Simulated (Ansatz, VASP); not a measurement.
Ag in VASP and in Ansatz

```
CELL_PARAMETERS angstrom
2.72773 0.00000 0.00000
-1.36387 2.36229 0.00000
0.00000 0.00000 2.65305
ATOMIC_POSITIONS crystal
Ag 0.00000 0.00000 0.00000
```

Alike in both runs: task relaxation of shape and atoms at fixed volume; functional PBE; k mesh 15 × 15 × 14; occupations fermi-dirac, width 0.08 eV; no spin polarisation.

|  | VASP | Ansatz |
| --- | --- | --- |
| version | VASP 6.6.1 | Ansatz 0.2.0 |
| potentials or method | VASP PAW PBE potentials, release 64 (Ag) | PAW with Ansatz's default frozen-core files, scalar-relativistic |
| plane-wave cutoff (eV) | 600 | 420 |
| valence electrons in the cell | 11 | 19 |

```tsv
	VASP	Ansatz	Ansatz less VASP
relaxed volume (Å³/atom)	17.10	17.10	0.000
relaxed cell length with the largest relative difference (Å)	2.643	2.643	+0.0002
```

The two sets of potentials don't hold the same shells in valence.
